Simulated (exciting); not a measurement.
# SiC (Moissanite 3C) (F-43m) in exciting: a series of runs, part 2 of 2

exciting (release sodium). Earlier steps stand in the parts before.

### Step 3. Wannier functions, LDA

Contents of input.xml:

```xml
<input>
  <title>SiC</title>
  <structure speciespath="./" tshift="false">
    <crystal scale="1">
      <basevect>0.000000000000 4.117713225560 4.117713225560</basevect>
      <basevect>4.117713225560 0.000000000000 4.117713225560</basevect>
      <basevect>4.117713225560 4.117713225560 0.000000000000</basevect>
    </crystal>
    <species speciesfile="Si.xml" rmt="1.96">
      <atom coord="0.000000000000 0.000000000000 0.000000000000"/>
    </species>
    <species speciesfile="C.xml" rmt="1.42">
      <atom coord="0.750000000000 0.750000000000 0.750000000000"/>
    </species>
  </structure>
  <groundstate do="fromscratch" ngridk="7 7 7" rgkmax="6" gmaxvr="14" lmaxapw="10" lmaxmat="10" lmaxvr="8" xctype="LDA_PW" stype="Gaussian" swidth="0.00018375" nempty="10" ValenceRelativity="iora*" epsengy="1e-05" epspot="1e-05" maxscl="60" outputlevel="normal"/>
  <properties>
    <wannier do="fromscratch">
      <group fst="1" lst="4" method="opfmax"/>
    </wannier>
  </properties>
</input>
```

Potentials or basis: all-electron LAPW+lo, shipped species files, valence relativity iora*.

Run with:

```
OMP_NUM_THREADS=1 exciting_smp
```

INFO.OUT:

```text
================================================================================
EXCITING SODIUM started
[... 10 lines left out ...]

 Lattice vectors (cartesian) :
      0.0000000000      4.1177132256      4.1177132256
      4.1177132256      0.0000000000      4.1177132256
      4.1177132256      4.1177132256      0.0000000000

 Reciprocal lattice vectors (cartesian) :
     -0.7629459560      0.7629459560      0.7629459560
      0.7629459560     -0.7629459560      0.7629459560
      0.7629459560      0.7629459560     -0.7629459560

 Unit cell volume                           :     139.6362855010
 Brillouin zone volume                      :       1.7764022622

 Species :    1 (Si)
[... 88 lines left out ...]
 Kinetic energy                             :       326.72580597
 Coulomb energy                             :      -629.06678082
 Exchange energy                            :       -23.67598675
 Correlation energy                         :        -1.48576827
[... 334 lines left out ...]
 RMS change in effective potential (target) :  0.148884E-09  ( 0.100000E-04)
 Absolute change in total energy   (target) :  0.195310E-06  ( 0.100000E-04)
 Charge distance                   (target) :  0.426019E-08  ( 0.100000E-04)

++++++++++++++++++++++++++++++++++++++++++++++++++++++++++++++++++++++++++++++++
| Convergency criteria checked for the last 2 iterations                       +
| Convergence targets achieved. Performing final SCF iteration                 +
++++++++++++++++++++++++++++++++++++++++++++++++++++++++++++++++++++++++++++++++
 Total energy                               :      -326.87237862
 _______________________________________________________________
 Fermi energy                               :         0.32240463
 Kinetic energy                             :       327.08892957
 Coulomb energy                             :      -628.93772952
 Exchange energy                            :       -23.54515922
 Correlation energy                         :        -1.47841946
[... 14 lines left out ...]
 Estimated fundamental gap                  :         0.05687830
        valence-band maximum at    1      0.0000  0.0000  0.0000
     conduction-band minimum at   19      0.4286  0.4286  0.0000

++++++++++++++++++++++++++++++++++++++++++++++++++++++++++++++++++++++++++++++++
[... 9 lines left out ...]
| EXCITING SODIUM stopped                                                      =
================================================================================
```

WANNIER_INFO.OUT:

```text
********************************************************************************
* Brillouin zone neighbors for k-gradient                                      *
********************************************************************************

[... 83 lines left out ...]
   3       0.8370    0.8370    0.8370       4.1364    3.5986    0.0040    0.5337
   4       0.4891    0.8370    0.8370       4.1364    3.5986    0.0040    0.5337
================================================================================
                                  total:   16.5456   14.3946    0.0162    2.1349
                                average:    4.1364    3.5986    0.0040    0.5337
```

Wall time 30 s (1 thread of AMD EPYC 7R43 (Zen 3), shared host); peak memory 0.31 GiB.

Results:

* Free energy: -8894.6505 eV
* Band gap on the k mesh: 1.55 eV, indirect (least direct gap 4.64 eV)
* All electrons inside the program's atomic spheres: Si 11.83; C 4.28 (radii Si 1.96, C 1.42 bohr)
* Total Wannier spread: 4.63 Å² over 4 functions

Wannier centres (Å) and spreads (Å²):
```
function      x      y       z  spread
       1  2.890  3.648   2.890   1.158
       2  0.711  0.711  -0.710   1.158
       3  3.648  3.648   3.648   1.158
       4  3.648  2.890   2.890   1.158
```

Caveat: an odd mesh through Γ misses points on the zone boundary, where band edges often lie.

### Step 4. For comparison

An earlier run on the cell as given: functional PBE; potentials or basis all-electron LAPW+lo, shipped species files, valence relativity iora*; rgkmax 7.5; k mesh 10 × 10 × 10; occupations fermi-dirac, width 0.05 eV; no spin polarisation.

- Band gap on the k mesh: 1.36 eV, indirect (least direct gap 4.55 eV)
- All electrons inside the program's atomic spheres: Si 11.82; C 4.28 (radii Si 1.96, C 1.42 bohr)

### Step 5. Overview

| task | level | potentials or basis | k mesh | smearing | q or response mesh | lmaxapw (and lmaxmat) | valence relativity | epspot | method | rgkmax | gap on the mesh (eV) |
| --- | --- | --- | --- | --- | --- | --- | --- | --- | --- | --- | --- |
| phonons | PBEsol | all-electron LAPW+lo, shipped species files, valence relativity zora | 6 × 6 × 6 | gaussian 0.005 eV | 1 × 1 × 1 | 8 | zora | 1e-07 Ha | - | 6 | 1.24 |
| Wannier functions | LDA | all-electron LAPW+lo, shipped species files, valence relativity iora* | 7 × 7 × 7 | gaussian 0.005 eV | - | 10 | iora* | 1e-05 Ha | opfmax | 6 | 1.55 |
| single point | PBE | all-electron LAPW+lo, shipped species files, valence relativity iora* | 10 × 10 × 10 | fermi-dirac 0.05 eV | - | 10 | iora* | 1e-05 Ha | - | 7.5 | 1.36 |

Alike in all rows: no spin polarisation; cell as given.

Caveats: imaginary frequencies would show as zero here, so a zero away from Γ can hide an instability (some runs); at Γ the modes are those without the macroscopic field, so the longitudinal optical ones aren't split off (some runs); an odd mesh through Γ misses points on the zone boundary, where band edges often lie (some runs).

Compare energies only between runs with the same functional and basis.

### Step 6. Against experiment

Step 2. A measured gap of SiC is 2.4 eV (indirect; quoted in “Insight into the structural, elastic and electronic properties of a new orthorhombic 6O-SiC polytype”, 2020, pmc:7200658); the calculated 1.24 eV misses it by -1.16 eV. The value is that of PBEsol on a finite k mesh, which can miss the band edges, without temperature or zero-point motion. Semilocal functionals fall short of measured gaps as a rule. A measured high-frequency dielectric constant of SiC is 6.49 (quoted in “Infrared properties of SiC particles”, 1999, arxiv:astro-ph/9903031); the calculated 6.81 misses it by +4.9 %.

Step 3. The gap isn't set beside the deposited one, since this odd mesh misses points on the zone boundary.
